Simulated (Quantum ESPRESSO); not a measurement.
Sr:

```xyz
1
Lattice="0.0000 3.0423 3.0423 3.0423 0.0000 3.0423 3.0423 3.0423 0.0000" Properties=species:S:1:pos:R:3 pbc="T T T"
Sr    0.0000    0.0000    0.0000
```

Base run:

| Quantity | Value |
| --- | --- |
| Program | Quantum ESPRESSO 7.5 |
| Functional | PBE |
| Potentials or basis | JTH 2.0 PBE |
| Cutoff | 490 eV |
| Density cutoff | 2939 eV |
| k mesh | 6 × 6 × 6 |
| Occupations | fermi-dirac, width 0.05 eV |
| Spin | no spin polarisation |

Its results: pressure -0.3 GPa.

**Question.** The run is repeated on the same cell with these changes: functional from PBE to PBEsol; potentials or basis from JTH 2.0 PBE to GBRV 1.5 PBEsol; cutoff from 490 eV to 612 eV; density cutoff from 2939 eV to 4898 eV. What comes out?

**Answer.** Pressure -0.9 GPa.

Caveats: the Wannier minimisation didn't converge; the cutoff is low for these files, which shifts pressure and relaxed volume (some runs).

Not every run made on this cell is shown here.
